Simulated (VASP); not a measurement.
S, 2 atoms in the cell. The structure is trigonal, space group R-3m (No. 166). The conventional cell has a = 3.200 Å, b = 3.200 Å, c = 16.603 Å, α = 90.00°, β = 90.00°, γ = 120.00°. S (site symmetry 3m) has 1 S at 1.89 Å as nearest neighbours. The cell was built by a generator and needn't be a form met in nature.

```yaml
Program: VASP 6.6.1
Task: single point
Functional: PBE
Potentials_or_basis: VASP PAW PBE potentials, release 64 (S)
Cutoff: 520 eV
k_mesh: 9 × 9 × 9
Occupations: fermi-dirac, width 0.1 eV
Spin: no spin polarisation
Dipole_correction: no
Further_INCAR_settings: ALGO = Normal; EDIFF = 1e-06; NBANDS = 13
```

Potentials or basis: VASP PAW PBE potentials, release 64 (S).

Launch:

```console
$ cat potpaw_PBE.64/S/POTCAR > POTCAR
$ mpirun -np 1 vasp_std > vasp.out
```

Hardware: 1 thread of Intel(R) Xeon(R) Platinum 8488C (Sapphire Rapids), with other jobs on the host.

Task: Estimate the wall time of this run.

Result: It took 27 s on 1 thread of Intel(R) Xeon(R) Platinum 8488C (Sapphire Rapids), on a shared host, peak memory 0.18 GiB. Counts: scf iterations 12, k points 85.
